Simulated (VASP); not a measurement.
## MgH$_{2}$ in VASP 6.6.1, single-point calculation

INCAR

```
LWAVE = .FALSE.
LREAL = .FALSE.
IBRION = -1
ISPIN = 2
NSW = 0
ISMEAR = -1
NBANDS = 9
LASPH = .TRUE.
MAGMOM = 0.5 0.5 -0.5
EDIFF = 1E-7
ISIF = 2
SIGMA = 0.02
PREC = Accurate
GGA = RP
LCHARG = .FALSE.
ENCUT = 520
NELM = 120
```

KPOINTS

```
KPOINTS created by Atomic Simulation Environment
0
Gamma
8 8 8
0 0 0
```

POSCAR

```
Mg H
 1.0000000000000000
    -0.0294000000000000    2.3231999999999999    2.4512999999999998
     2.2911000000000001    0.0018000000000000    2.4201000000000001
     2.2303000000000002    2.2311999999999999    0.0625000000000000
 Mg  H
   1   2
Cartesian
  2.2373232200000004  4.5118616000000005  2.5273636699999997
  1.1191687500000000  1.1542634999999999  1.2166985099999998
  3.4082652000000007  3.3260315399999998  3.7216546200000002
```

The recommended PBE PAW datasets give the neutral cell 4 valence electrons.

Command

```
mpirun -np 1 vasp_std
```

Question: How does this run end, and what does it give?

Answer: It converged. Results: pressure 7.3 GPa; largest force 0.38 eV/Å; magnetic moment of the cell 0.00 μB.

OSZICAR

```
N       E                     dE             d eps       ncg     rms          rms(c)
DAV:   1    -0.277772336930E+01   -0.27777E+01   -0.15635E+03  9936   0.293E+02
DAV:   2    -0.831429779896E+01   -0.55366E+01   -0.51722E+01 12183   0.434E+01
DAV:   3    -0.843914637755E+01   -0.12485E+00   -0.12430E+00 11617   0.622E+00
DAV:   4    -0.843938676841E+01   -0.24039E-03   -0.24039E-03 12512   0.251E-01
DAV:   5    -0.843938750112E+01   -0.73272E-06   -0.73239E-06 11279   0.114E-02    0.545E+00
DAV:   6    -0.840558606656E+01    0.33801E-01   -0.10261E+00  9999   0.447E+00    0.264E+00
DAV:   7    -0.821665759331E+01    0.18893E+00   -0.49187E-01 10086   0.334E+00    0.788E-01
DAV:   8    -0.823543687130E+01   -0.18779E-01   -0.17748E-02 10481   0.870E-01    0.336E-01
DAV:   9    -0.823708304187E+01   -0.16462E-02   -0.23980E-03 10528   0.240E-01    0.191E-01
DAV:  10    -0.823800090485E+01   -0.91786E-03   -0.14156E-03 10483   0.199E-01    0.694E-02
DAV:  11    -0.823806606398E+01   -0.65159E-04   -0.12541E-04 11087   0.543E-02    0.132E-02
DAV:  12    -0.823807750083E+01   -0.11437E-04   -0.32734E-05 10570   0.261E-02    0.671E-03
DAV:  13    -0.823808258491E+01   -0.50841E-05   -0.16564E-05 10264   0.220E-02    0.414E-03
DAV:  14    -0.823808336190E+01   -0.77699E-06   -0.22924E-06 10311   0.771E-03    0.994E-04
DAV:  15    -0.823808351725E+01   -0.15535E-06   -0.74163E-07 10956   0.349E-03    0.646E-04
DAV:  16    -0.823808351092E+01    0.63307E-08   -0.33847E-08  5565   0.128E-03
   1 F= -.82380835E+01 E0= -.82379378E+01  d E =-.291349E-03  mag=    -0.0000
```

Standard output (part)

```
POSCAR found type information on POSCAR MgH
 POSCAR found :  2 types and       3 ions
 LDA part: xc-table for (Slater+PW92), standard interpolation
 POSCAR, INCAR and KPOINTS ok, starting setup
 WAVECAR not read
 entering main loop
```

For comparison, a separate PBE run of the intended cell, on usual settings and not on those above, gives a gap of -1.93 eV on its mesh and a pressure of 5.3 GPa.
